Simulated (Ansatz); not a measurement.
Level of theory: DFT PBE, scalar-relativistic, plane waves, PAW (Ansatz). Settings: cutoff 420 eV, Γ-centred meshes spaced at most about 0.3 Å⁻¹, and about 0.25 Å⁻¹ or finer for metals (2π included), Gaussian smearing. No spin polarisation in the final relaxations.

These are static total energies at zero pressure.

Compare these two cells of Sn₄S, each relaxed at this level.

A.

```cif
data_structure
_symmetry_space_group_name_H-M 'Im-3m'
_symmetry_Int_Tables_number 229
_cell_length_a 6.6497
_cell_length_b 6.6497
_cell_length_c 6.6497
_cell_angle_alpha 90.000
_cell_angle_beta 90.000
_cell_angle_gamma 90.000
_cell_volume 294.04
loop_
_atom_site_label
_atom_site_type_symbol
_atom_site_symmetry_multiplicity
_atom_site_Wyckoff_symbol
_atom_site_fract_x
_atom_site_fract_y
_atom_site_fract_z
_atom_site_occupancy
Sn1 Sn 8 c 0.25000 0.25000 0.75000 1
S1 S 2 a 0.00000 0.00000 0.00000 1
```

B.

```cif
data_structure
_symmetry_space_group_name_H-M 'Pm-3m'
_symmetry_Int_Tables_number 221
_cell_length_a 5.3673
_cell_length_b 5.3673
_cell_length_c 5.3673
_cell_angle_alpha 90.000
_cell_angle_beta 90.000
_cell_angle_gamma 90.000
_cell_volume 154.62
loop_
_atom_site_label
_atom_site_type_symbol
_atom_site_symmetry_multiplicity
_atom_site_Wyckoff_symbol
_atom_site_fract_x
_atom_site_fract_y
_atom_site_fract_z
_atom_site_occupancy
Sn1 Sn 3 c 0.00000 0.50000 0.50000 1
Sn2 Sn 1 a 0.00000 0.00000 0.00000 1
S1 S 1 b 0.50000 0.50000 0.50000 1
```

Question: Which is lower in energy, and by how much?

Answer: A is lower, by 63 meV/atom. A has space group Im-3m (No. 229), 29.4 Å³/atom and no gap on its mesh; B has space group Pm-3m (No. 221), 30.9 Å³/atom and no gap. Counting Sn atoms around S (those within 1.25 times the shortest such distance or 1.15 times the sum of covalent radii; the shortest distance is added where it is long for a bond), A has S 8 from 2.9 Å and B has S 6. The denser one is the lower, and pressure would at first widen the difference. Even the lower one lies +0.14 eV/atom against the reference forms of the elements (uncorrected), so neither is stable at this level. Both come from invented guesses.

Cells relaxed within their symmetry can be saddle points.

The preference for A, by 63 meV/atom, probably comes from the tin framework rather than from the Sn–S bonds, which are shorter in B. In A, tin forms a simple cubic network with sulfur in some of the cubes, and every Sn touches sulfur. In B, sulfur sits in the octahedral holes of a face-centred cubic tin lattice and holds it open. The Sn–Sn contacts are then clearly longer, and the corner Sn has only these distant tin neighbours. With so little sulfur to take up electrons, most of the tin valence electrons remain in Sn–Sn bonding states, which fits the metallic character of both cells.

Every tin site is also an inversion centre, so neither cell allows the off-centre 5s lone pair that shapes the layered structure of SnS. This suggests one reason why both are unfavourable. Because SnS forms exothermically from the elements, decomposition into tin and SnS is favoured even more strongly than the comparison with the elements implies, in line with the absence of a known tin-rich sulfide of this composition.
